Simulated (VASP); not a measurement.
A run of VASP 6.6.1 is set up as follows.

POSCAR

```
Ho
3.5274
    0.000000000000      0.707105898169      0.707105898169
    0.707105898169      0.000000000000      0.707105898169
    0.707105898169      0.707105898169      0.000000000000
Ho
1
Direct
    0.0000000000      0.0000000000      0.0000000000
```

File INCAR.step1:

```
  PREC = Accurate
  ENCUT = 520
  EDIFF = 1E-6
  ISMEAR = 1
  SIGMA = 0.1
  LREAL = False
  LASPH = True
  NELM = 100
  ALGO = Normal
  ISIF = 2
  LWAVE = False
  LCHARG = True
  LNONCOLLINEAR = True
  MAGMOM = 2.309 2.309 2.309
  LSORBIT = True
  GGA_COMPAT = False
  LORBMOM = True
  LMAXMIX = 6
  LDAU = True
  LDAUTYPE = 2
  LDAUL = 3
  LDAUU = 5
  LDAUJ = 0.5
  LDAUPRINT = 1
  GGA = PS
  IVDW = 12
  NBANDS = 20
```

KPOINTS.step1

```
Automatic mesh
0
Gamma
  7 7 7
```

The input INCAR.step2:

```
  PREC = Accurate
  ENCUT = 520
  EDIFF = 1E-6
  ISMEAR = -5
  SIGMA = 0.1
  LREAL = False
  LASPH = True
  NELM = 100
  ALGO = Normal
  ISIF = 2
  LWAVE = False
  LCHARG = False
  LNONCOLLINEAR = True
  MAGMOM = 2.309 2.309 2.309
  LORBIT = 11
  LSORBIT = True
  GGA_COMPAT = False
  LORBMOM = True
  LMAXMIX = 6
  LDAU = True
  LDAUTYPE = 2
  LDAUL = 3
  LDAUU = 5
  LDAUJ = 0.5
  LDAUPRINT = 1
  GGA = PS
  IVDW = 12
  NBANDS = 20
  NEDOS = 2001
  ICHARG = 11
```

Contents of KPOINTS.step2:

```
Automatic mesh
0
Gamma
  11 11 11
```

Potentials or basis: VASP PAW PBE potentials, release 64 (Ho_3), 4f in core.

The run is started by

```bash
$ cat potpaw_PBE.64/Ho_3/POTCAR > POTCAR
$ cp INCAR.step1 INCAR
$ cp KPOINTS.step1 KPOINTS
$ mpirun -np 1 vasp_ncl > vasp.out
$ cp INCAR.step2 INCAR
$ cp KPOINTS.step2 KPOINTS
$ mpirun -np 1 vasp_ncl > vasp.out
```

(1) Predict the net moment.

(2) Predict the dispersion energy per atom.

Answers

(1) 0.00 μB per cell.

(2) -0.400 eV.

Caveat: the magnetic or orbital state may not be the lowest; U is put on an f shell that these potentials keep in the core, so it has next to no effect.
